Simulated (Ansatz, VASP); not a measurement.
**One calculation of Mg, two programs**

File INCAR:

```
SYSTEM = Mg
ALGO = Normal
EDIFF = 1E-6
ENCUT = 520
GGA = PS
ISIF = 2
ISMEAR = 0
LASPH = .TRUE.
LCHARG = .TRUE.
LELF = .TRUE.
LREAL = .FALSE.
LVHAR = .TRUE.
LWAVE = .FALSE.
NBANDS = 9
NELM = 80
PREC = Accurate
SIGMA = 0.1
```

The input KPOINTS:

```
k-points
0
G
  15 15 8
  0 0 0
```

POSCAR

```
Mg
1.0
    3.1887541805      0.0000000000      0.0000000000
   -1.5943770902      2.7615421267      0.0000000000
    0.0000000000      0.0000000000      5.1080891058
Mg
2
Direct
    0.3333333333      0.6666666667      0.2500000000
    0.6666666667      0.3333333333      0.7500000000
```

Input for Ansatz:

```yaml
crystal:
  lattice:
    - [3.1887541805, 0.0, 0.0]
    - [-1.5943770902, 2.7615421267, 0.0]
    - [0.0, 0.0, 5.1080891058]
  atoms:
    - { symbol: Mg, position: [0.3333333333, 0.6666666667, 0.25] }
    - { symbol: Mg, position: [0.6666666667, 0.3333333333, 0.75] }
basis:
  ecutwfc: 600.0
kpoints:
  mp_grid: { grid: [15, 15, 8] }
hamiltonian:
  xc: pbesol
  pseudopotentials: { kind: paw, azcp: { folder: soft_1 } }
scf:
  occupations: { method: gaussian, width: 0.1 }
output:
  forces: true
  stress: true
  eigenvalues: true
```

Alike in both runs: task single point; functional PBEsol; k mesh 15 × 15 × 8; occupations gaussian, width 0.1 eV; no spin polarisation.

```csv
,VASP,Ansatz
version,VASP 6.6.1,Ansatz 0.2.0
potentials or method,"VASP PAW PBE potentials, release 64 (Mg)","scalar-relativistic, plane waves, PAW"
plane-wave cutoff (eV),520,600
valence electrons in the cell,4,20
```

```tsv
	VASP	Ansatz	Ansatz less VASP
gap on the k mesh at the Fermi level (eV)	none	none	-
pressure (GPa)	0.0	0.0	+0.03
```

A gap of «none» marks a metal or a gap that the smearing closes. The two sets of potentials don't hold the same shells in valence. Ansatz warned: «pseudo_functional_mismatch».

Caveats: the PAW data sets were made with another functional, which shifts forces and pressure a little (VASP).
